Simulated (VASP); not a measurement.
# SiNi (Pmmn) in VASP: equation of state, part 2 of 2

VASP 6.6.1.

## Step 6: Equation of state, PBE, collinear spin, ferromagnetic start, 11.74 Å³/atom (volume scaled by 1.04)

INCAR

```
ALGO     = Normal         # electronic algorithm
EDIFF    = 1E-7           # SCF threshold, eV
ENCUT    = 520            # plane-wave cutoff, eV
GGA      = PE             # functional
ISIF     = 2              # what is computed and relaxed
ISMEAR   = -1             # smearing method
ISPIN    = 2              # spin polarisation
LASPH    = True           # aspherical terms in the spheres
LCHARG   = False          # write CHGCAR
LMAXMIX  = 4              # l up to which the mixer works
LORBIT   = 11             # projections on sites
LREAL    = False          # projectors in reciprocal space
LWAVE    = False          # write WAVECAR
MAGMOM   = 1 1 0 0        # initial moments
NBANDS   = 26             # bands
NELM     = 120            # most SCF steps
PREC     = Accurate       # precision mode
SIGMA    = 0.05           # smearing width, eV
```

KPOINTS

```
k-points
0
Gamma
  9 8 6
```

POSCAR

```
SiNi
1.0
    2.9814957675      0.0000000000      0.0000000000
    0.0000000000      3.3234926684      0.0000000000
    0.0000000000      0.0000000000      4.7389991708
Ni Si
2 2
Direct
    0.5000000000      0.5000000000      0.3424955900
    0.0000000000      0.0000000000      0.6575044100
    0.5000000000      0.5000000000      0.8431431600
    0.0000000000      0.0000000000      0.1568568400
```

Potentials or basis: VASP PAW PBE potentials, release 64 (Ni, Si).

Command:

```
cat potpaw_PBE.64/Ni/POTCAR potpaw_PBE.64/Si/POTCAR > POTCAR
mpirun -np 1 vasp_std > vasp.out
```

OUTCAR:

```text
EDIFF = 1E-7
   ENCUT = 520
   GGA = PE
   ISIF = 2
   ISMEAR = -1
   ISPIN = 2
   LASPH = True
   LORBIT = 11
   LREAL = False
   NELM = 120
   PREC = Accurate

 Found    100 irreducible k-points:

 Following reciprocal coordinates:
            Coordinates               Weight
  0.000000  0.000000  0.000000      1.000000
  0.111111  0.000000  0.000000      2.000000
  0.222222  0.000000  0.000000      2.000000
  0.333333  0.000000  0.000000      2.000000
  0.444444  0.000000  0.000000      2.000000
  0.000000  0.125000  0.000000      2.000000
   k-points           NKPTS =    100   k-points in BZ     NKDIM =    100   number of bands    NBANDS=     26
   number of dos      NEDOS =    301   number of ions     NIONS =      4
   total plane-waves  NPLWV =  24192
   dimension x,y,z NGX =    24 NGY =   28 NGZ =   36
   dimension x,y,z NGXF=    48 NGYF=   56 NGZF=   72
   ions per type =               2   2
   NGX,Y,Z   is equivalent  to a cutoff of  13.38, 14.01, 12.63 a.u.
   NGXF,Y,Z  is equivalent  to a cutoff of  26.76, 28.01, 25.26 a.u.
 SYSTEM =  unknown system
   PREC   = accura    normal or accurate (medium, high low for compatibility)
   ISTART =      0    job   : 0-new  1-cont  2-samecut
   ICHARG =      2    charge: 1-file 2-atom 10-const
   ISPIN  =      2    spin polarized calculation?
   LNONCOLLINEAR =      F non collinear calculations
   LSORBIT =      F    spin-orbit coupling
   LASPH  =      T    aspherical Exc in radial PAW
   ENCUT  =  520.0 eV  38.22 Ry    6.18 a.u.   5.54  6.18  8.81*2*pi/ulx,y,z
   NELM   =    120;   NELMIN=  2; NELMDL= -5     # of ELM steps
   EDIFF  = 0.1E-06   stopping-criterion for ELM
   LREAL  =      F    real-space projection
   EDIFFG = 0.1E-05   stopping-criterion for IOM
   NSW    =      0    number of steps for IOM
   IBRION =     -1    ionic relax: 0-MD 1-quasi-New 2-CG
   NFREE  =      0    steps in history (QN), initial steepest desc. (CG)
   ISIF   =      2    stress and relaxation
   ISYM   =      2    0-nonsym 1-usesym 2-fastsym
   POTIM  = 0.5000    time-step for ionic-motion
   TEBEG  =    0.0;   TEEND  =   0.0 temperature during run
   PSTRESS=    0.0 pullay stress
   NELECT =      28.0000    total number of electrons
   NUPDOWN=      -1.0000    fix difference up-down
   EMIN   =  10.00;   EMAX   =-10.00  energy-range for DOS
   EFERMI =   0.00;   METHOD = LEGACY
   ISMEAR =    -1;   SIGMA  =   0.05  broadening in eV -4-tet -1-fermi 0-gaus
   EFERMI_NEDOS =   21; number of points for ismear=-14 and -15
   IALGO  =     38    algorithm
   IMIX   =      4    mixing-type and parameters
     AMIX     =   0.40;   BMIX     =  1.00
     AMIX_MAG =   1.60;   BMIX_MAG =  1.00
  volume/ion in A,a.u.               =      11.74        79.22
  Fermi-wavevector in a.u.,A,eV,Ry     =   1.377915  2.603881 25.832686  1.898649
  Thomas-Fermi vector in A             =   2.503024
   LORBIT       =     11    0 simple, 1 ext, 2 COOP (PROOUT), +10 PAW based schemes
   GGA     = PE    functional components
   LHFCALC =     F    Hartree Fock is set to
   AEXX    =    0.0000 exact exchange contribution
   IVDW    =     0    specifies the selected vdW correction
   LEPSILON=     F    determine dielectric tensor
   LRPA    =     F    only Hartree local field effects (RPA)
 spin polarized calculation
  energy-cutoff  :      520.00
  volume of cell :       46.96
 maximum number of plane-waves:      1287
 NGX is ok and might be reduce to    24
   NGX = 11   NGY = 13   NGZ = 17

 number of electron      27.9999991 magnetization      -0.0001222

 number of electron      27.9999991 magnetization       0.0000241

 Free energy of the ion-electron system (eV)
  ---------------------------------------------------
  ext. energy  EPLUGINS =         0.00000000
  ---------------------------------------------------
  free energy    TOTEN  =       -23.61949726 eV

  energy without entropy =      -23.61073381  energy(sigma->0) =      -23.61511554

 E-fermi :  11.1552     XC(G=0): -12.4135

 val. band max:       11.1098669401   @ k =   0.4444   0.3750   0.5000
 cond. band min:      11.1890598877   @ k =   0.4444   0.5000   0.3333
 fundamental gap:      0.0791929476
 Fermi energy:        11.1552280026

 spin component 1

 k-point     1 :       0.0000    0.0000    0.0000
  band No.  band energies     occupation
      1      -2.6361      1.00000
      2       3.0388      1.00000
      3       4.7225      1.00000
      4       7.0978      1.00000
      5       7.5324      1.00000
      6       8.3098      1.00000
[... 18 lines left out ...]
     25      24.4211      0.00000
     26      24.5853      0.00000

 k-point     2 :       0.1111    0.0000    0.0000
  band No.  band energies     occupation
      1      -2.4339      1.00000
      2       3.1916      1.00000
      3       4.8848      1.00000
      4       7.0361      1.00000
      5       7.6115      1.00000
      6       8.1400      1.00000
[... 18 lines left out ...]
     25      22.6404      0.00000
     26      25.9084      0.00000

 k-point     3 :       0.2222    0.0000    0.0000
  band No.  band energies     occupation
      1      -1.8318      1.00000
      2       3.5900      1.00000
      3       5.3453      1.00000
      4       6.2963      1.00000
      5       7.8083      1.00000
      6       7.8216      1.00000
[... 50 lines left out ...]
 k-point     5 :       0.4444    0.0000    0.0000
  band No.  band energies     occupation
      1       0.4954      1.00000
      2       2.1119      1.00000
      3       5.7584      1.00000
      4       6.3656      1.00000
      5       7.4406      1.00000
      6       7.4497      1.00000
[... 18 lines left out ...]
     25      22.6130      0.00000
     26      24.3213      0.00000

 k-point     6 :       0.0000    0.1250    0.0000
  band No.  band energies     occupation
      1      -2.4314      1.00000
      2       3.1259      1.00000
      3       4.8900      1.00000
      4       6.5566      1.00000
      5       7.5268      1.00000
      6       8.2434      1.00000
[... 18 lines left out ...]
     25      23.1576      0.00000
     26      25.0093      0.00000

 [... further k-points ...]

 spin component 2

 k-point     1 :       0.0000    0.0000    0.0000
  band No.  band energies     occupation
      1      -2.6361      1.00000
      2       3.0388      1.00000
      3       4.7225      1.00000
      4       7.0978      1.00000
      5       7.5324      1.00000
      6       8.3098      1.00000
[... 18 lines left out ...]
     25      24.4211      0.00000
     26      24.5853      0.00000

 k-point     2 :       0.1111    0.0000    0.0000
  band No.  band energies     occupation
      1      -2.4339      1.00000
      2       3.1916      1.00000
      3       4.8848      1.00000
      4       7.0361      1.00000
      5       7.6115      1.00000
      6       8.1400      1.00000
[... 18 lines left out ...]
     25      22.6404      0.00000
     26      25.9111      0.00000

 k-point     3 :       0.2222    0.0000    0.0000
  band No.  band energies     occupation
      1      -1.8318      1.00000
      2       3.5900      1.00000
      3       5.3453      1.00000
      4       6.2963      1.00000
      5       7.8083      1.00000
      6       7.8216      1.00000
[... 50 lines left out ...]
 k-point     5 :       0.4444    0.0000    0.0000
  band No.  band energies     occupation
      1       0.4954      1.00000
      2       2.1119      1.00000
      3       5.7584      1.00000
      4       6.3656      1.00000
      5       7.4406      1.00000
      6       7.4497      1.00000
[... 18 lines left out ...]
     25      22.6130      0.00000
     26      24.3213      0.00000

 k-point     6 :       0.0000    0.1250    0.0000
  band No.  band energies     occupation
      1      -2.4314      1.00000
      2       3.1259      1.00000
      3       4.8900      1.00000
      4       6.5566      1.00000
      5       7.5268      1.00000
      6       8.2434      1.00000
[... 18 lines left out ...]
     25      23.1576      0.00000
     26      25.0093      0.00000

 [... further k-points ...]

------------------------ aborting loop because EDIFF is reached ----------------------------------------

  FORCE on cell =-STRESS in cart. coord.  units (eV):
  Direction    XX          YY          ZZ          XY          YZ          ZX
  --------------------------------------------------------------------------------------
  -------------------------------------------------------------------------------------
  Total       -0.0044658     -0.0954680     -0.6649896      0.0000000      0.0000000      0.0000000
  in kB       -0.1523676     -3.2572619    -22.6887153      0.0000000      0.0000000      0.0000000
  external PRESSURE =      -8.6994483 kB  Pullay stress =       0.0000000 kB

 VOLUME and BASIS-vectors are now :
 -----------------------------------------------------------------------------
  energy-cutoff  :      520.00
  volume of cell :       46.96
      direct lattice vectors                 reciprocal lattice vectors
     2.981495767  0.000000000  0.000000000     0.335402120  0.000000000  0.000000000
     0.000000000  3.323492668  0.000000000     0.000000000  0.300888282  0.000000000
     0.000000000  0.000000000  4.738999171     0.000000000  0.000000000  0.211015019

 POSITION                                       TOTAL-FORCE (eV/Angst)
 -----------------------------------------------------------------------------------
      1.49075      1.66175      1.62309         0.000000      0.000000     -0.047277
      0.00000      0.00000      3.11591         0.000000      0.000000      0.047277
      1.49075      1.66175      3.99565         0.000000      0.000000     -0.049371
      0.00000      0.00000      0.74334         0.000000      0.000000      0.049371
 -----------------------------------------------------------------------------------
    total drift:                                0.000000      0.000000     -0.000000

  FREE ENERGIE OF THE ION-ELECTRON SYSTEM (eV)
  ---------------------------------------------------
  free  energy   TOTEN  =       -23.6194972578 eV

  energy  without entropy=      -23.6107338145  energy(sigma->0) =      -23.61511554

 total charge

# of ion       s       p       d       tot
------------------------------------------
    1        0.467   0.583   8.456   9.505
    2        0.467   0.583   8.456   9.505
    3        0.749   0.845   0.000   1.595
    4        0.749   0.845   0.000   1.595
--------------------------------------------------
tot          2.432   2.856  16.912  22.200

 magnetization (x)

# of ion       s       p       d       tot
------------------------------------------
    1       -0.000   0.000  -0.000  -0.000
    2       -0.000   0.000  -0.000  -0.000
    3       -0.000  -0.000   0.000  -0.000
    4       -0.000  -0.000   0.000  -0.000
--------------------------------------------------
tot         -0.000   0.000  -0.000  -0.000
```

Run time: 3.7 min. Hardware: 1 thread of Intel Xeon Platinum 8488C (Sapphire Rapids), shared host; peak memory 0.3 GiB.

Results:

```
Free energy                                           : -23.6195 eV
Pressure                                              : -0.9 GPa
Largest force                                         : 0.049 eV/Å
Band gap on the k mesh                                : none (metal or under the smearing width)
Net moment                                            : 0.00 μB per cell
Valence electrons inside the program's atomic spheres : Ni 9.51; Si 1.59
```

## Step 7: Equation of state, PBE, collinear spin, ferromagnetic start, 11.97 Å³/atom (volume scaled by 1.06)

INCAR

```
SYSTEM = SiNi
  ALGO = Normal
  EDIFF = 1E-7
  ENCUT = 520
  GGA = PE
  ISIF = 2
  ISMEAR = -1
  ISPIN = 2
  LASPH = .True.
  LCHARG = .False.
  LMAXMIX = 4
  LORBIT = 11
  LREAL = .False.
  LWAVE = .False.
  MAGMOM = 1 1 0 0
  NBANDS = 26
  NELM = 120
  PREC = Accurate
  SIGMA = 0.05
```

KPOINTS

```
k-points
0
Gamma
  9 8 6
  0 0 0
```

POSCAR

```
SiNi
1.0
    3.0004866984      0.0000000000      0.0000000000
    0.0000000000      3.3446619823      0.0000000000
    0.0000000000      0.0000000000      4.7691846927
Ni Si
2 2
Direct
    0.5000000000      0.5000000000      0.3424955900
    0.0000000000      0.0000000000      0.6575044100
    0.5000000000      0.5000000000      0.8431431600
    0.0000000000      0.0000000000      0.1568568400
```

Command:

```
cat potpaw_PBE.64/Ni/POTCAR potpaw_PBE.64/Si/POTCAR > POTCAR
mpirun -np 1 vasp_std > vasp.out
```

Run time: 3.2 min. Hardware: 1 thread of Intel Xeon Platinum 8488C (Sapphire Rapids), shared host; peak memory 0.3 GiB.

Results (log left out):

```yaml
Free_energy: -23.6053 eV
Pressure: -4.1 GPa
Largest_force: 0.097 eV/Å
Band_gap_on_the_k_mesh: none (metal or under the smearing width)
Net_moment: 0.00 μB per cell
Valence_electrons_inside_the_program's_atomic_spheres: Ni 9.47; Si 1.58
```

## Step 8: Equation of state, PBE, collinear spin, ferromagnetic start

Potentials or basis: VASP PAW PBE potentials, release 64 (Ni, Si).

This step only gathers the single runs of the series.

Results:

```
Equilibrium volume                        : 11.68 Å³/atom
Bulk modulus at fixed shape and positions : 182 GPa
Pressure derivative of the bulk modulus   : 4.6
```

Energy against volume, from the lowest point:
| volume (Å³/atom) | energy (meV/atom) |
| --- | --- |
| 10.611 | 66.60 |
| 10.837 | 39.85 |
| 11.062 | 20.54 |
| 11.288 | 7.91 |
| 11.514 | 1.27 |
| 11.740 | 0.00 |
| 11.965 | 3.54 |

Caveat: the cell was scaled at fixed shape and fractional positions, which overstates the stiffness of a crystal with free parameters, most of all of layers and chains.
